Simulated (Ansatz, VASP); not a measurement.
# Two plane-wave programs on Al2Au

```
Al Au
1.0
     0.00000    2.89647    2.89647
     2.89647    0.00000    2.89647
     2.89647    2.89647    0.00000
Al Au
2 1
Direct
  0.25000 0.25000 0.25000
  0.75000 0.75000 0.75000
  0.00000 0.00000 0.00000
```

Alike in both runs: task single point; functional r2SCAN; dispersion D3(BJ); k mesh 7 × 7 × 7; occupations fermi-dirac, width 0.2 eV; no spin polarisation.

|  | VASP | Ansatz |
| --- | --- | --- |
| version | VASP 6.6.1 | Ansatz 0.2.0 |
| potentials or method | VASP PAW PBE potentials, release 64 (Al, Au) | plane waves, norm-conserving potentials |
| plane-wave cutoff (eV) | 520 | 1034 |
| valence electrons in the cell | 17 | 25 |

Ansatz gave:

* dispersion energy (meV/atom): -211.1

Estimate VASP's values.

dispersion energy (meV/atom): -211.0.

The two sets of potentials don't hold the same shells in valence. Ansatz warned: «dispersion_damping_borrowed».

 Spin-orbit coupling is left out, which matters for the levels of Au.
